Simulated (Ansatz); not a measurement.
Free-standing sheet of SnO, cell area 14.597 Å²:

```yaml
crystal:
  lattice:
    - [3.82056, -0.00001, 0.00000]
    - [0.00001, 3.82056, 0.00000]
    - [0.00000, 0.00000, 30.63492]
  periodic: [true, true, false]
  atoms:
    - { symbol: Sn, position: [0.75000, 0.25000, 0.46142] }
    - { symbol: O, position: [0.25000, 0.25000, 0.50000] }
    - { symbol: O, position: [0.75000, 0.75000, 0.50000] }
    - { symbol: Sn, position: [0.25000, 0.75000, 0.53858] }
```

Method: Ansatz, DFT PBE+D3(BJ), scalar-relativistic, plane waves, PAW. Settings: cutoff 420 eV, Γ-centred mesh 6×6×1 on the computed 4-atom cell, Gaussian smearing of 0.02 eV; no spin polarisation. The sheet is isolated along c (Coulomb cut-off).

In an external field along +c, atoms held, its energy changes by -7.873 meV a cell at +0.2 V/Å and by -7.873 meV at −0.2 V/Å.

Q: What dipole and polarisability along c does the sheet have?

A: ΔE = −pF − αF²/2. The odd part gives p = −[ΔE(+F) − ΔE(−F)]/(2F) = 0.0000 e·Å a cell (none within the accuracy). The even part gives α = −[ΔE(+F) + ΔE(−F)]/F² = 0.3936 e·Å²/V.

Q: What thickness does that polarisability stand for?

A: α/(ε0·A) = 0.3936 × 180.95/14.597 = 4.88 Å. For a slab of thickness t and dielectric constant ε this equals t(1 − 1/ε), so it is the thickness over which the sheet would screen the field wholly.

Q: Predict the energy change at +0.35 V/Å.

A: −p·0.35 − α·0.35²/2 = -24.11 meV; the calculation gives -24.13 meV, so the response is still linear.

Cost: 4 runs of about 2.8 core-minutes in all, on Arm Neoverse N1, Intel Xeon 6975P-C (Granite Rapids) (shared hosts).